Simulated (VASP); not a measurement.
# Cu in VASP: reference runs

How does Cu come out in PBE? The cell is run as given.

Everything below comes from runs of VASP 6.6.1. Logs are shortened: lines on timing, memory, paths and dates and some standing lists are left out, and cuts for length are marked.

### Step 1. The cell of the first run

The cell holds a slab with vacuum, 6 atoms: a = 2.556 Å, b = 2.556 Å, c = 25.436 Å, α = 90.00°, β = 90.00°, γ = 120.00°.

The slab is cut from a database's or a generator's crystal, which needn't be the stable form of the element.

### Step 2. Single point, PBE (the (1 1 1) slab of Cu, cut from the database cell, not relaxed)

File INCAR:

```
SYSTEM = Cu
PREC = Accurate
ENCUT = 520
EDIFF = 1E-7
ISMEAR = -1
SIGMA = 0.05
LREAL = .False.
LASPH = .True.
NELM = 60
ALGO = Normal
ISIF = 2
LWAVE = .False.
LCHARG = .False.
LDIPOL = .True.
IDIPOL = 3
DIPOL = 0.5 0.5 0.500
GGA = PE
NBANDS = 42
```

File KPOINTS:

```
Automatic mesh
0
Gamma
  12 12 1
  0 0 0
```

File POSCAR:

```
Cu
1.0
    2.5561910140      0.0000000000      0.0000000000
   -1.2780955070      2.2137263550      0.0000000000
    0.0000000000      0.0000000000     25.4356061156
Cu
6
Direct
    0.6666666667      0.3333333333      0.2948622481
    0.3333333333      0.6666666667      0.3769173488
    0.0000000000      0.0000000000      0.4589724496
    0.6666666667      0.3333333333      0.5410275504
    0.3333333333      0.6666666667      0.6230826512
    0.0000000000      0.0000000000      0.7051377519
```

Potentials or basis: VASP PAW PBE potentials, release 64 (Cu).

On the command line:

```bash
$ cat potpaw_PBE.64/Cu/POTCAR > POTCAR
$ mpirun -np 1 vasp_std > vasp.out
```

OUTCAR:

```text
SYSTEM = Cu
   PREC = Accurate
   ENCUT = 520
   EDIFF = 1E-7
   ISMEAR = -1
   LREAL = .False.
   LASPH = .True.
   NELM = 60
   ISIF = 2
   GGA = PE

 ion  position               nearest neighbor table
   1  0.667  0.333  0.295-   2 2.56   2 2.56   2 2.56
   2  0.333  0.667  0.377-   1 2.56   1 2.56   1 2.56   3 2.56   3 2.56   3 2.56
   3  0.000  0.000  0.459-   2 2.56   4 2.56   2 2.56   4 2.56   2 2.56   4 2.56
   4  0.667  0.333  0.541-   5 2.56   5 2.56   3 2.56   3 2.56   3 2.56   5 2.56
   5  0.333  0.667  0.623-   6 2.56   6 2.56   6 2.56   4 2.56   4 2.56   4 2.56
   6  0.000  0.000  0.705-   5 2.56   5 2.56   5 2.56

  LATTYP: Found a hexagonal cell.
 ALAT       =     2.5561910140
 C/A-ratio  =     9.9505889725

  Lattice vectors:

 A1 = (   2.5561910140,   0.0000000000,   0.0000000000)
 A2 = (  -1.2780955070,   2.2137263550,   0.0000000000)
 A3 = (   0.0000000000,   0.0000000000,  25.4356061156)

Analysis of symmetry for initial positions (statically):
=====================================================================
 Subroutine PRICEL returns:
 Original cell was already a primitive cell.

 Routine SETGRP: Setting up the symmetry group for a
 hexagonal supercell.

 Subroutine GETGRP returns: Found 12 space group operations
 (whereof  6 operations were pure point group operations)
 out of a pool of 24 trial point group operations.

The static configuration has the point symmetry C_3v.
 The point group associated with its full space group is D_3d.

Analysis of symmetry for dynamics (positions and initial velocities):
=====================================================================
 Subroutine PRICEL returns:
 Original cell was already a primitive cell.

 Routine SETGRP: Setting up the symmetry group for a
 hexagonal supercell.

 Subroutine GETGRP returns: Found 12 space group operations
 (whereof  6 operations were pure point group operations)
 out of a pool of 24 trial point group operations.

The dynamic configuration has the point symmetry C_3v.
 The point group associated with its full space group is D_3d.

 Subroutine INISYM returns: Found 12 space group operations
 (whereof  6 operations are pure point group operations),
 and found     1 'primitive' translations

----------------------------------------------------------------------------------------

                                     Primitive cell

  volume of cell :     143.9327

  direct lattice vectors                    reciprocal lattice vectors
     2.556191014  0.000000000  0.000000000     0.391207071  0.225863508  0.000000000
    -1.278095507  2.213726355  0.000000000     0.000000000  0.451727016  0.000000000
     0.000000000  0.000000000 25.435606116     0.000000000  0.000000000  0.039314966

  length of vectors
     2.556191014  2.556191014 25.435606116     0.451727016  0.451727016  0.039314966

  position of ions in fractional coordinates (direct lattice)
     0.666666667  0.333333333  0.294862248
     0.333333333  0.666666667  0.376917349
     0.000000000  0.000000000  0.458972450
     0.666666667  0.333333333  0.541027550
     0.333333333  0.666666667  0.623082651
     0.000000000  0.000000000  0.705137752

  ion indices of the primitive-cell ions
   primitive index   ion index
                 1           1
                 2           2
                 3           3
                 4           4
                 5           5
                 6           6

----------------------------------------------------------------------------------------

 KPOINTS: Automatic mesh

Automatic generation of k-mesh.
 Grid dimensions read from file:
 generate k-points for:   12   12    1

 Generating k-lattice:

  Cartesian coordinates                     Fractional coordinates (reciprocal lattice)
     0.032600589  0.018821959  0.000000000     0.083333333 -0.000000000  0.000000000
     0.000000000  0.037643918  0.000000000     0.000000000  0.083333333  0.000000000
     0.000000000  0.000000000  0.039314966     0.000000000  0.000000000  1.000000000

  Length of vectors
     0.037643918  0.037643918  0.039314966

  Shift w.r.t. Gamma in fractional coordinates (k-lattice)
     0.000000000  0.000000000  0.000000000

 Subroutine IBZKPT returns following result:
 ===========================================

 Found     19 irreducible k-points:

 Following reciprocal coordinates:
            Coordinates               Weight
  0.000000  0.000000  0.000000      1.000000
  0.083333  0.000000  0.000000      6.000000
  0.166667  0.000000  0.000000      6.000000
  0.250000 -0.000000  0.000000      6.000000
  0.333333  0.000000  0.000000      6.000000
  0.416667  0.000000  0.000000      6.000000
[... 11 lines left out ...]
  0.333333  0.250000  0.000000     12.000000
  0.333333  0.333333  0.000000      2.000000
   k-points           NKPTS =     19   k-points in BZ     NKDIM =     19   number of bands    NBANDS=     42
   number of dos      NEDOS =    301   number of ions     NIONS =      6
   total plane-waves  NPLWV =  76800
   dimension x,y,z NGX =    20 NGY =   20 NGZ =  192
   dimension x,y,z NGXF=    40 NGYF=   40 NGZF=  384
   ions per type =               6
   NGX,Y,Z   is equivalent  to a cutoff of  13.01, 13.01, 12.55 a.u.
   NGXF,Y,Z  is equivalent  to a cutoff of  26.01, 26.01, 25.10 a.u.
 SYSTEM =  Cu
   PREC   = accura    normal or accurate (medium, high low for compatibility)
   ISTART =      0    job   : 0-new  1-cont  2-samecut
   ICHARG =      2    charge: 1-file 2-atom 10-const
   ISPIN  =      1    spin polarized calculation?
   LNONCOLLINEAR =      F non collinear calculations
   LSORBIT =      F    spin-orbit coupling
   LASPH  =      T    aspherical Exc in radial PAW
   ENCUT  =  520.0 eV  38.22 Ry    6.18 a.u.   4.75  4.75 47.29*2*pi/ulx,y,z
   NELM   =     60;   NELMIN=  2; NELMDL= -5     # of ELM steps
   EDIFF  = 0.1E-06   stopping-criterion for ELM
   LREAL  =      F    real-space projection
   EDIFFG = 0.1E-05   stopping-criterion for IOM
   NSW    =      0    number of steps for IOM
   IBRION =     -1    ionic relax: 0-MD 1-quasi-New 2-CG
   NFREE  =      0    steps in history (QN), initial steepest desc. (CG)
   ISIF   =      2    stress and relaxation
   ISYM   =      2    0-nonsym 1-usesym 2-fastsym
   POTIM  = 0.5000    time-step for ionic-motion
   TEBEG  =    0.0;   TEEND  =   0.0 temperature during run
   PSTRESS=    0.0 pullay stress
   NELECT =      66.0000    total number of electrons
   NUPDOWN=      -1.0000    fix difference up-down
   EMIN   =  10.00;   EMAX   =-10.00  energy-range for DOS
   EFERMI =   0.00;   METHOD = LEGACY
   ISMEAR =    -1;   SIGMA  =   0.05  broadening in eV -4-tet -1-fermi 0-gaus
   EFERMI_NEDOS =   21; number of points for ismear=-14 and -15
   IALGO  =     38    algorithm
   IMIX   =      4    mixing-type and parameters
     AMIX     =   0.40;   BMIX     =  1.00
     AMIX_MAG =   1.60;   BMIX_MAG =  1.00
  volume/ion in A,a.u.               =      23.99       161.88
  Fermi-wavevector in a.u.,A,eV,Ry     =   1.262418  2.385623 21.683580  1.593698
  Thomas-Fermi vector in A             =   2.395827
   LORBIT       =      0    0 simple, 1 ext, 2 COOP (PROOUT), +10 PAW based schemes
   GGA     = PE    functional components
   LHFCALC =     F    Hartree Fock is set to
   AEXX    =    0.0000 exact exchange contribution
   IVDW    =     0    specifies the selected vdW correction
   LEPSILON=     F    determine dielectric tensor
   LRPA    =     F    only Hartree local field effects (RPA)
 non-spin polarized calculation
  energy-cutoff  :      520.00
  volume of cell :      143.93
 maximum number of plane-waves:      3899
 NGX is ok and might be reduce to    20
   NGX =  9   NGY =  9   NGZ = 95

 number of electron      66.0000005 magnetization

 dipolmoment           0.000000      0.000000      0.000002 electrons x Angstroem

 Free energy of the ion-electron system (eV)
  ---------------------------------------------------
  ext. energy  EPLUGINS =         0.00000000
  ---------------------------------------------------
  free energy    TOTEN  =       -21.43758182 eV

  energy without entropy =      -21.41360255  energy(sigma->0) =      -21.42559218

 E-fermi :   1.4396     XC(G=0):  -6.9817

 val. band max:        1.4133781854   @ k =   0.2500   0.2500   0.0000
 cond. band min:       1.4949185406   @ k =   0.4167   0.0833   0.0000
 fundamental gap:      0.0815403552
 Fermi energy:         1.4395744467

 k-point     1 :       0.0000    0.0000    0.0000
  band No.  band energies     occupation
      1      -7.7296      2.00000
      2      -7.1045      2.00000
      3      -6.1110      2.00000
      4      -4.9422      2.00000
      5      -4.0247      2.00000
      6      -3.7042      2.00000
[... 34 lines left out ...]
     41       6.9413      0.00000
     42       8.8003      0.00000

 k-point     2 :       0.0833    0.0000    0.0000
  band No.  band energies     occupation
      1      -7.5066      2.00000
      2      -6.8865      2.00000
      3      -5.9017      2.00000
      4      -4.7465      2.00000
      5      -3.8518      2.00000
      6      -3.5589      2.00000
[... 34 lines left out ...]
     41       7.1413      0.00000
     42       9.0079      0.00000

 k-point     3 :       0.1667    0.0000    0.0000
  band No.  band energies     occupation
      1      -6.8542      2.00000
      2      -6.2530      2.00000
      3      -5.3047      2.00000
      4      -4.2091      2.00000
      5      -3.3953      2.00000
      6      -3.1786      2.00000
[... 672 lines left out ...]
      4      -2.6786      2.00000
      5      -2.5699      2.00000
      6      -2.5462      2.00000
[... 34 lines left out ...]
     41       8.0510      0.00000
     42       8.6526      0.00000

 k-point    19 :       0.3333    0.3333    0.0000
  band No.  band energies     occupation
      1      -2.5936      2.00000
      2      -2.5936      2.00000
      3      -2.5799      2.00000
      4      -2.4989      2.00000
      5      -2.4859      2.00000
      6      -2.4859      2.00000
[... 34 lines left out ...]
     41       7.6974      0.00000
     42       7.6974      0.00000

------------------------ aborting loop because EDIFF is reached ----------------------------------------

 vacuum level on the upper side and lower side of the slab       (xc-potential included)        -0.088        -0.088

  FORCE on cell =-STRESS in cart. coord.  units (eV):
  Direction    XX          YY          ZZ          XY          YZ          ZX
  --------------------------------------------------------------------------------------
  -------------------------------------------------------------------------------------
  Total        0.0194157      0.0194157     -0.0745296     -0.0000000     -0.0000000     -0.0000000
  in kB        0.2161241      0.2161241     -0.8296220     -0.0000000     -0.0000000     -0.0000000
  external PRESSURE =      -0.1324579 kB  Pullay stress =       0.0000000 kB

 VOLUME and BASIS-vectors are now :
 -----------------------------------------------------------------------------
  energy-cutoff  :      520.00
  volume of cell :      143.93
      direct lattice vectors                 reciprocal lattice vectors
     2.556191014  0.000000000  0.000000000     0.391207071  0.225863508  0.000000000
    -1.278095507  2.213726355  0.000000000     0.000000000  0.451727016  0.000000000
     0.000000000  0.000000000 25.435606116     0.000000000  0.000000000  0.039314966

 POSITION                                       TOTAL-FORCE (eV/Angst)
 -----------------------------------------------------------------------------------
      1.27810      0.73791      7.50000        -0.000000      0.000000      0.018207
     -0.00000      1.47582      9.58712         0.000000     -0.000000     -0.024371
      0.00000      0.00000     11.67424        -0.000000     -0.000000     -0.005791
      1.27810      0.73791     13.76136         0.000000     -0.000000      0.005791
     -0.00000      1.47582     15.84848        -0.000000      0.000000      0.024371
      0.00000      0.00000     17.93561         0.000000     -0.000000     -0.018207
 -----------------------------------------------------------------------------------
    total drift:                               -0.000000     -0.000000      0.000352

  FREE ENERGIE OF THE ION-ELECTRON SYSTEM (eV)
  ---------------------------------------------------
  free  energy   TOTEN  =       -21.4375818191 eV

  energy  without entropy=      -21.4136025509  energy(sigma->0) =      -21.42559218

 vacuum level on the upper side and lower side of the slab         6.023         6.023
```

Run time: 6.4 min. Hardware: 1 thread of Intel Xeon Platinum 8375C at 2.90GHz (Ice Lake), shared host; peak memory 0.29 GiB.

What came out:

| Quantity | Value |
| --- | --- |
| Free energy | -21.4376 eV |
| Largest force | 0.024 eV/Å |
| Band gap on the k mesh | none (metal or under the smearing width) |

Forces on the atoms (eV/Å):
```
Cu   0.000  0.000  0.018
Cu   0.000  0.000 -0.024
Cu   0.000  0.000 -0.006
Cu   0.000  0.000  0.006
Cu   0.000  0.000  0.024
Cu   0.000  0.000 -0.018
```
